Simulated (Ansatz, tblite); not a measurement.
InAgSe2: GFN2-xTB, run from Python

These are simulated results from tblite 0.8.0, not measurements. The cell was built from a prototype and was relaxed with r2SCAN in plane waves (Ansatz 0.2.0). It may be hypothetical. All runs are without spin polarisation.

Space group I-42d (No. 122), tetragonal; a = 6.145 Å, c = 11.899 Å in the conventional setting, 28.08 Å³ an atom. Ag is surrounded by 4 Se at 2.66 Å; Se is surrounded by 2 In at 2.61 Å and 2 Ag at 2.66 Å; In is surrounded by 4 Se at 2.61 Å.

tblite solves periodic systems at the zone centre alone, so the script builds a cluster of 2×2×1 conventional cells (64 atoms), which folds in a coarse mesh of k points.

Input script:

```python
import json
from ase import Atoms
from ase.build import make_supercell
from ase.units import Bohr, GPa, Hartree
from tblite.interface import Calculator

atoms = Atoms(['Ag', 'Se', 'Ag', 'Se', 'In', 'Se', 'In', 'Se'],
              cell=[[-3.07249, 3.07249, 5.949491], [3.07249, -3.07249, 5.949491], [3.07249, 3.07249, -5.949491]],
              scaled_positions=[[0.0, -0.0, -0.0], [0.375, 0.381669, 0.506669], [0.75, 0.25, 0.5], [0.131669, 0.625, 0.006669], [0.5, 0.5, -0.0], [0.875, 0.868331, 0.493331], [0.25, 0.75, 0.5], [0.618331, 0.125, -0.006669]],
              pbc=True)
cluster = make_supercell(atoms, [[0, 2, 2], [2, 0, 2], [1, 1, 0]])
calc = Calculator('GFN2-xTB', cluster.numbers, cluster.positions / Bohr, lattice=cluster.cell[:] / Bohr, periodic=cluster.pbc)
calc.set('temperature', 0.02 / Hartree)
calc.set('max-iter', 150)
res = calc.singlepoint()
levels = res.get('orbital-energies') * Hartree
nv = round(res.get('orbital-occupations').sum() / 2)
cells = len(cluster) // len(atoms)
out = {'energy_per_cell': res.get('energy') * Hartree / cells, 'homo': levels[nv - 1], 'lumo': levels[nv],
       'stress': (-res.get('virial') * Hartree / cluster.get_volume() / GPa).tolist(), 'charges': res.get('charges')[:len(atoms)].tolist(), 'electrons': 2 * nv / cells}
json.dump(out, open('results.json', 'w'))
for key, value in out.items():
    print(key, value)
```

Command: `python run.py`. It took 4.5 s on 1 thread of Arm Neoverse V2, on a shared host, peak memory 0.14 GiB.

What it printed:

```
------------------------------------------------------------
  cycle        total energy    energy error   density error
------------------------------------------------------------
      1     -185.4368577755  -1.8575837E+02   2.4264523E-01
      2     -186.6755739931  -1.2387162E+00   1.9232200E-01
      3     -186.9952086936  -3.1963470E-01   7.1834116E-02
      4     -187.0151576159  -1.9948922E-02   2.1039689E-02
      5     -187.0155093890  -3.5177309E-04   6.5954207E-03
      6     -187.0156229637  -1.1357469E-04   2.7898935E-03
      7     -187.0156244717  -1.5080746E-06   1.4704432E-03
      8     -187.0156223703   2.1014010E-06   1.0912026E-03
      9     -187.0156273983  -5.0279460E-06   3.2861858E-04
     10     -187.0156275816  -1.8331860E-07   1.1861518E-04
     11     -187.0156276406  -5.9053036E-08   5.4450155E-05
     12     -187.0156276591  -1.8448816E-08   1.0405746E-05
------------------------------------------------------------

 total:                                   3.940 sec
energy_per_cell -636.1193046026124
homo -9.586073715446375
lumo -8.717313797197049
stress [[3.042472159817222, -1.8192129096046126e-06, -1.7863923290402129e-06], [-1.819212909662533e-06, 3.0424757273670626, -1.5687650693893842e-06], [-1.786392328884515e-06, -1.5687650694986222e-06, 2.689014802088709]]
charges [0.1899477046941931, -0.23994518606026488, 0.18996939458066742, -0.23990917486632676, 0.28981689816595485, -0.23993396686350946, 0.2898643107927163, -0.2399135782656203]
electrons 52.0
```

The cycle table is in hartree for the whole cluster, and the lines after it are in eV (the energy for one cell). The printed stress is in GPa and positive in compression, and the pressure is its mean diagonal.

GFN2-xTB gives a gap of 0.87 eV. On the same cell, plane-wave PBE (Ansatz, 6×6×6 k points and the special points) gives a level spacing of 0.01 eV, too small to call a gap and r2SCAN a gap of 0.39 eV; on shared hosts these took about 51 and 100 core-seconds on the 8-atom cell, against 4.5 for the script. Semilocal gaps usually lie below measured ones. It shows a gap where PBE has none, though the cluster may miss the k points where PBE's bands overlap. xTB was fitted to molecules, so gaps, charges and pressures of solids can be far off, and the gap also depends on the size of the cluster.

The same script was run on cells scaled at fixed shape and fractional coordinates:

| volume (Å³/atom) | energy (meV/atom) | pressure (GPa, positive in compression) | gap (eV) |
| --- | --- | --- | --- |
| 24.71 | 138.9 | 11.24 | 1.90 |
| 26.40 | 48.0 | 6.33 | 1.31 |
| 28.08 | 0.0 | 2.92 | 0.87 |
| 29.77 | -18.1 | 0.61 | 0.53 |
| 31.45 | -14.6 | -1.11 | 0.27 |

A Birch-Murnaghan fit puts the minimum at 30.28 Å³/atom, 7.8 % above the given cell, with a bulk modulus of 32.5 GPa at fixed shape.

xTB was fitted mostly to molecules, and a small cluster samples few k points, so gaps, pressures and kinks along a curve can be far from a solid's.

No spin-orbit coupling is included; it can move band edges with weight on the heavy atoms by tenths of an eV.
